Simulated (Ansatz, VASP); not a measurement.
**Cu in VASP and in Ansatz**

Contents of INCAR:

```
  PREC = Accurate
  ENCUT = 520
  EDIFF = 1E-8
  ISMEAR = -1
  SIGMA = 0.08
  LREAL = False
  LASPH = True
  NELM = 80
  ALGO = Normal
  ISIF = 2
  LWAVE = False
  LCHARG = False
  GGA = PE
  LEFG = True
  NBANDS = 12
```

Contents of KPOINTS:

```
regular mesh
0
Gamma
  19 19 19
```

The input POSCAR:

```
Cu
1.0
   -0.0542250000      1.7803875000      1.7803875000
    1.7803875000     -0.0542250000      1.7803875000
    1.7803875000      1.7803875000     -0.0542250000
Cu
1
Direct
    0.0000000000      0.0000000000      0.0000000000
```

Input for Ansatz:

```yaml
crystal:
  lattice:
    - [-0.054225, 1.7803875, 1.7803875]
    - [1.7803875, -0.054225, 1.7803875]
    - [1.7803875, 1.7803875, -0.054225]
  atoms:
    - { symbol: Cu, position: [0.0, 0.0, 0.0] }
kpoints:
  mp_grid: { grid: [19, 19, 19] }
scf:
  occupations: { method: fermi_dirac, width: 0.08 }
hamiltonian:
  xc: pbe
  pseudopotentials: { kind: all_electron, datasets: crystal }
output:
  forces: true
  stress: true
  eigenvalues: true
  efg: { contact_densities: true }
```

Change from the starting cell: equal xy, yz and zx shear strains of -3 %, crystal datasets.

Alike in both runs: task electric field gradients; functional PBE; k mesh 19 × 19 × 19; occupations fermi-dirac, width 0.08 eV; no spin polarisation.

|  | VASP | Ansatz |
| --- | --- | --- |
| version | VASP 6.6.1 | Ansatz 0.2.0 |
| potentials or method | VASP PAW PBE potentials, release 64 (Cu) | all-electron PAW with datasets made for the crystal, scalar-relativistic |
| plane-wave cutoff (eV) | 520 | see its input |

|  | VASP | Ansatz | Ansatz less VASP |
| --- | --- | --- | --- |
| pressure (GPa) | 2.7 | 2.2 | -0.55 |
| largest component of the traceless stress (GPa) | 2.17 | 2.19 | +0.026 |
| Vzz of the field gradient on the site that differs most (V/Å²) | -1.7 | -0.3 | +1.40 |

Ansatz ran all-electron here, so the differences hold the error of VASP's frozen core and of both bases.
